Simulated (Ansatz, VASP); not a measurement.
## One calculation of BN, two programs

Contents of INCAR:

```
SYSTEM = BN
PREC = Accurate
ENCUT = 520
EDIFF = 1E-6
ISMEAR = 0
SIGMA = 0.05
LREAL = .False.
LASPH = .True.
NELM = 100
ALGO = Normal
ISIF = 2
LWAVE = .False.
LCHARG = .False.
GGA = PE
IVDW = 12
NBANDS = 11
```

File KPOINTS:

```
regular mesh
0
Gamma
  12 12 12
  0 0 0
```

POSCAR

```
BN
1.0
    1.3533014517      0.7813289574      3.5584752950
   -1.3533014517      0.7813289574      3.5584752950
    0.0000000000     -1.5626579148      3.5584752950
B N
1 1
Direct
    0.9996975446      0.9996975446      0.9996975446
    0.3327354554      0.3327354554      0.3327354554
```

Input for Ansatz:

```yaml
crystal:
  lattice:
    - [1.3533014517, 0.7813289574, 3.558475295]
    - [-1.3533014517, 0.7813289574, 3.558475295]
    - [0.0, -1.5626579148, 3.558475295]
  atoms:
    - { symbol: B, position: [0.9996975446, 0.9996975446, 0.9996975446] }
    - { symbol: "N", position: [0.3327354554, 0.3327354554, 0.3327354554] }
basis:
  ecutwfc: 420
kpoints:
  mp_grid: { grid: [12, 12, 12] }
hamiltonian:
  xc: pbe
  dispersion: d3bj
scf:
  occupations: { method: gaussian, width: 0.05 }
output:
  forces: true
  stress: true
  eigenvalues: true
```

Change from the starting cell: strain +0.080 along x and y, +0.080 along z, atoms carried along.

Alike in both runs: task single point; functional PBE; dispersion D3(BJ); k mesh 12 × 12 × 12; occupations gaussian, width 0.05 eV; no spin polarisation.

|  | VASP | Ansatz |
| --- | --- | --- |
| version | VASP 6.6.1 | Ansatz 0.2.0 |
| potentials or method | VASP PAW PBE potentials, release 64 (B, N) | scalar-relativistic, plane waves, PAW |
| plane-wave cutoff (eV) | 520 | 420 |
| valence electrons in the cell | 8 | 8 |

VASP gave:

| Quantity | Value |
| --- | --- |
| gap on the k mesh at the Fermi level (eV) | 3.89 |
| least direct gap on the mesh (eV) | 4.09 |
| pressure (GPa) | -36.8 |
| largest component of the traceless stress (GPa) | 35.76 |
| rms of the force components (eV/Å) | 0.008 |

**Question.** Which values does Ansatz return?

**Answer.** gap on the k mesh at the Fermi level (eV): 3.90; least direct gap on the mesh (eV): 4.09; pressure (GPa): -36.8; largest component of the traceless stress (GPa): 35.84; rms of the force components (eV/Å): 0.008.

Atom by atom the forces differ by 0.000 eV/Å (rms over components).

Caveats: the cell as given lies far from equilibrium; so large a pressure means that the cell lies far from this level's equilibrium, or that cutoff or potentials fall short (VASP). A k mesh can miss the band edges.
